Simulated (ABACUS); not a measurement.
Here is an ABACUS 3.10.1 calculation.

File INPUT:

```
INPUT_PARAMETERS
suffix              Pb
calculation         scf
basis_type          lcao
pseudo_dir          ./
orbital_dir         ./
symmetry            1
dft_functional      pbe
ecutwfc             100
pseudo_rcut         10
nspin               1
nbands              18
ks_solver           genelpa
smearing_method     fd
smearing_sigma      0.00367493
scf_thr             1e-07
scf_nmax            100
mixing_type         broyden
mixing_beta         0.7
cal_force           1
cal_stress          1
out_mul             1
```

File STRU:

```
ATOMIC_SPECIES
Pb 207.2000 Pb.upf

NUMERICAL_ORBITAL
Pb_confined-atom_8au_2s2p2d.orb

LATTICE_CONSTANT
1.8897261246

LATTICE_VECTORS
3.4800000000 0.0000000000 0.0000000000
-1.7400000000 3.0137684052 0.0000000000
0.0000000000 0.0000000000 5.5900000000

ATOMIC_POSITIONS
Direct

Pb
0.0
2
0.6666666667 0.3333333333 0.7500000000 1 1 1
0.3333333333 0.6666666667 0.2500000000 1 1 1
```

KPT

```
K_POINTS
0
Gamma
9 9 5 0 0 0
```

Potentials or basis: PseudoDojo NC SR 0.4.1 PBE standard, DZP LCAO (the cutoffs set its grid).

The run is started by

```bash
$ OMP_NUM_THREADS=1 mpirun -np 4 abacus > log
```

(1) What does it give for the band gap on the k mesh?

(2) Estimate the pressure.

Results:

(1) none (metal or under the smearing width).

(2) 5.9 GPa.

Caveat: the atomic orbitals were generated for these runs and aren't a published set; the basis of atomic orbitals isn't converged, which shifts pressures, moduli and gaps.
